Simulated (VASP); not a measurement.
# RbCl in VASP 6.6.1, single-point calculation

INCAR

```
GGA = PE
ENCUT = 520
MAXMIX = 10
SIGMA = 0.02
IBRION = -1
LREAL = .FALSE.
NSW = 0
LASPH = .TRUE.
LWAVE = .FALSE.
NELM = 120
ISIF = 2
LCHARG = .FALSE.
NBANDS = 48
PREC = Accurate
EDIFF = 1E-7
ISMEAR = -1
```

KPOINTS

```
KPOINTS created by Atomic Simulation Environment
0
Gamma
6 6 6
0 0 0
```

POSCAR

```
Rb Cl
 1.0000000000000000
    -0.0000000000000000    3.3058128185602906    3.3058128185602906
     3.3058128185602906   -0.0000000000000000    3.3058128185602906
     3.3058128185602906    3.3058128185602906   -0.0000000000000000
 Rb  Cl
   1   1
Cartesian
  0.0000000000000000  0.0000000000000000 -0.0000000000000000
  3.3058128185602906  3.3058128185602906  3.3058128185602906
```

The recommended PBE PAW datasets give the neutral cell 16 valence electrons.

Command

```
mpirun -np 1 vasp_std
```

Problem. Predict the outcome of this run.

Solution. It converged. Results: gap between bands v and c on the k mesh 4.95 eV; least direct gap on the k mesh 4.95 eV; pressure 0.6 GPa. Band v is the last that the valence electrons fill when counted band by band, and c is the next.

OSZICAR

```
N       E                     dE             d eps       ncg     rms          rms(c)
DAV:   1     0.754255397734E+02    0.75426E+02   -0.52523E+03  1536   0.287E+02
DAV:   2    -0.371225950120E+01   -0.79138E+02   -0.74107E+02  1936   0.893E+01
DAV:   3    -0.698148687204E+01   -0.32692E+01   -0.32290E+01  1936   0.144E+01
DAV:   4    -0.703578182491E+01   -0.54295E-01   -0.54249E-01  1888   0.156E+00
DAV:   5    -0.703675800870E+01   -0.97618E-03   -0.97617E-03  1840   0.202E-01    0.312E+00
DAV:   6    -0.667658752103E+01    0.36017E+00   -0.70760E-02  2000   0.108E+00    0.232E+00
DAV:   7    -0.665518399867E+01    0.21404E-01   -0.33059E-02  2016   0.604E-01    0.149E+00
DAV:   8    -0.666928852610E+01   -0.14105E-01   -0.10191E-02  1728   0.279E-01    0.340E-01
DAV:   9    -0.666915659314E+01    0.13193E-03   -0.37707E-04  1976   0.495E-02    0.164E-01
DAV:  10    -0.666996674138E+01   -0.81015E-03   -0.39067E-04  1744   0.603E-02    0.308E-02
DAV:  11    -0.666996383637E+01    0.29050E-05   -0.18174E-05  1904   0.120E-02    0.117E-02
DAV:  12    -0.666997103712E+01   -0.72008E-05   -0.80803E-06  1752   0.857E-03    0.144E-02
DAV:  13    -0.666997229793E+01   -0.12608E-05   -0.87059E-07  1904   0.298E-03    0.173E-03
DAV:  14    -0.666997246371E+01   -0.16578E-06   -0.14773E-07  1768   0.111E-03    0.107E-03
DAV:  15    -0.666997255500E+01   -0.91284E-07   -0.19367E-08  1768   0.433E-04
   1 F= -.66699726E+01 E0= -.66699726E+01  d E =-.244437E-12
```

Standard output (part)

```
POSCAR found type information on POSCAR RbCl
 POSCAR found :  2 types and       2 ions
 LDA part: xc-table for (Slater+PW92), standard interpolation
 POSCAR, INCAR and KPOINTS ok, starting setup
 WAVECAR not read
 entering main loop
```

For comparison, a separate PBE run of the intended cell, on usual settings and not on those above, gives a gap of 4.95 eV on its mesh and a pressure of 0.6 GPa.
